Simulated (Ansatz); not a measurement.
**Thermal properties of Zr₂H from its phonons**

All numbers below come from Ansatz 0.2.0, DFT PBE, scalar-relativistic, plane waves, PAW. Plane waves to 420 eV; Γ-centred k mesh 8×8×8; Gaussian smearing of 0.10 eV. No spin polarisation. Phonons by linear response, acoustic sum rule imposed.

Relaxed structure:
```cif
data_structure
_symmetry_space_group_name_H-M 'P 1'
_symmetry_Int_Tables_number 1
_cell_length_a 4.6487
_cell_length_b 4.6487
_cell_length_c 4.6487
_cell_angle_alpha 90.000
_cell_angle_beta 90.000
_cell_angle_gamma 90.000
_cell_volume 100.46
loop_
_atom_site_label
_atom_site_type_symbol
_atom_site_fract_x
_atom_site_fract_y
_atom_site_fract_z
_atom_site_occupancy
Zr1 Zr 0.75000 0.25000 0.25000 1
Zr2 Zr 0.75000 0.75000 0.75000 1
Zr3 Zr 0.25000 0.75000 0.25000 1
Zr4 Zr 0.25000 0.25000 0.75000 1
H1 H 0.50000 0.50000 0.50000 1
H2 H 0.00000 0.00000 0.00000 1
```

The structure comes from a generated guess, relaxed at this level; another structure or a mixture of phases may lie lower. In a metal, frequencies and elastic constants depend on the k mesh and the smearing, soft modes and shear constants most.

Force constants from linear response on a 2×2×2 q mesh, interpolated to a fine mesh.

Phonon density of states, in bins of 20 cm⁻¹:
bin centre (cm⁻¹), share of modes (%) and a bar:
```
       10        0.1
       30        0.6 #
       50        2.3 #####
       70        6.9 ################
       90        9.3 ######################
      110       12.6 ##############################
      130       12.1 #############################
      150       12.6 ##############################
      170        3.2 ########
      190        1.4 ###
      210        2.2 #####
      230        2.8 #######
      250        0.5 #
      270        0.0
      290        0.0
      310        0.0
      330        0.0
      350        0.0
      370        0.0
      390        0.0
      410        0.0
      430        0.0
      450        0.0
      470        0.0
      490        0.0
      510        0.0
      530        0.0
      550        0.0
      570        0.0
      590        0.0
      610        0.0
      630        0.0
      650        0.0
      670        0.0
      690        0.0
      710        0.0
      730        0.0
      750        0.0
      770        0.0
      790        0.0
      810        0.0
      830        0.0
      850        0.0
      870        0.0
      890        0.0
      910        0.0
      930        0.0
      950        0.0
      970        0.0
      990        0.0
     1010        0.0
     1030        0.0
     1050        0.0
     1070        0.0
     1090        0.0
     1110        0.0
     1130        0.0
     1150        0.0
     1170        0.0
     1190        0.0
     1210        0.0
     1230        6.2 ###############
     1250        6.0 ##############
     1270        3.2 ########
     1290        1.5 ####
     1310        3.7 #########
     1330        7.4 #################
     1350        5.3 #############
```

**Question.** Give the zero-point energy per atom.

**Answer.** 95.5 meV.

**Question.** How large are the vibrational entropy and heat capacity at 300 K?

**Answer.** S = 3.20 k_B and C_V = 2.01 k_B per atom, 67 % of the Dulong–Petit value.

**Question.** Tabulate them against temperature.

**Answer.**
| T (K) | F_vib (meV/atom) | S (k_B/atom) | C_V (k_B/atom) |
| --- | --- | --- | --- |
| 100 | 91.5 | 1.23 | 1.52 |
| 200 | 75.4 | 2.42 | 1.87 |
| 300 | 51.0 | 3.20 | 2.01 |
| 400 | 20.7 | 3.80 | 2.18 |
| 500 | -14.3 | 4.31 | 2.33 |
| 600 | -53.3 | 4.74 | 2.46 |
| 700 | -95.9 | 5.13 | 2.56 |
| 800 | -141.6 | 5.48 | 2.64 |
| 900 | -190.2 | 5.79 | 2.70 |
| 1000 | -241.4 | 6.08 | 2.75 |
